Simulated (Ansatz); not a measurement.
## PbS (Galena) under changes of volume

One of the cells (26.086 Å³/atom); the others are scaled copies at fixed shape and fractional positions:

```
Pb S
1.0
     0.00000    2.96575    2.96575
     2.96575    0.00000    2.96575
     2.96575    2.96575    0.00000
Pb S
1 1
Direct
  0.00000 0.00000 0.00000
  0.50000 0.50000 0.50000
```

| Property | Result |
| --- | --- |
| Program | Ansatz 0.2.0 |
| Functional | PBE |
| Potentials or basis | all-electron LAPW, scalar-relativistic |
| Cutoff | 192 eV (chosen from the basis error) |
| Basis error allowed | 0.0005 eV/atom |
| k mesh | 8 × 8 × 8 |
| Occupations | fermi-dirac, width 0.05 eV |
| Spin | no spin polarisation |

```tsv
volume (Å³/atom)	energy over the lowest point (meV/atom)	pressure (GPa)	gap on the mesh (eV)
24.521	49.13	6.6	0.11
25.042	30.30	5.0	0.20
25.564	16.40	3.5	0.28
26.086	7.00	2.2	0.36
26.607	?	?	?
27.129	0.00	0.0	0.49
27.651	1.64	-1.0	0.55
```

What does the run at 26.607 Å³/atom give?

Energy over the lowest point 1.67 meV/atom; pressure 1.1 GPa; gap on the mesh 0.43 eV.

Worked out: A Birch-Murnaghan fit of order 3 (a polynomial in V^(-2/3)) to the other rows has its minimum at 27.12 Å³/atom with B0 = V·E''(V) = 53 GPa and B' = 4.2. It gives 1.67 meV/atom at 26.607 Å³/atom, against the run's 1.67, and -dE/dV = 1.1 GPa, against 1.1. A parabola through the other rows of the gap, of slope 3.4 eV per unit of ln V (its deformation potential) there, gives 0.43 eV, against the run's 0.43.

Energies are extrapolated to zero smearing.

Caveats: spin-orbit coupling is left out, which as a rule narrows the gap of such compounds by several tenths of an eV.

A mesh can miss the band edges.
